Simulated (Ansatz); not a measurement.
Field gradients at the nuclei of AgI

```
CELL_PARAMETERS angstrom
4.68574 0.00000 0.00000
-2.34287 4.05797 0.00000
0.00000 0.00000 7.66648
ATOMIC_POSITIONS crystal
Ag 0.33333 0.66667 0.00060
Ag 0.66667 0.33333 0.50060
I 0.33333 0.66667 0.37540
I 0.66667 0.33333 0.87540
```

Atom numbers follow the list: Ag1, Ag2, I3, I4.

The cell was built from the wurtzite type and relaxed in the same program, and has space group P6_3mc; it needn't be a known or the stable phase.

Methods: DFT, PBE, all-electron PAW with datasets made for the crystal, scalar-relativistic (Ansatz 0.2.0); DFT, PBE, PAW with Ansatz's default frozen-core files, scalar-relativistic (Ansatz 0.2.0).

For the crystal-made all-electron datasets (AE datasets): a Γ-centred 10×10×6 k mesh, Fermi–Dirac smearing of 0.05 eV, cutoff 240 eV (chosen by the program for this cell), no spin polarisation. PAW takes a cutoff of 420 eV at this cell. The Ansatz runs share mesh, smearing and spin set-up.

No spin–orbit coupling: at heavy atoms the gradients can be off by tens of per cent for that reason.

Vzz is the principal value of largest size of the traceless field-gradient tensor, in 10²¹ V/m², and η = (Vxx − Vyy)/Vzz with |Vzz| ≥ |Vyy| ≥ |Vxx|.

Task: Give the field gradient at each independent site.

Result: 
| site | site symmetry | Vzz (η), AE datasets | Vzz (η), PAW |
| --- | --- | --- | --- |
| Ag1 | 3m. | 0.03 (η = 0.00) | 0.03 (η = 0.00) |
| I3 | 3m. | 0.40 (η = 0.00) | 0.40 (η = 0.00) |
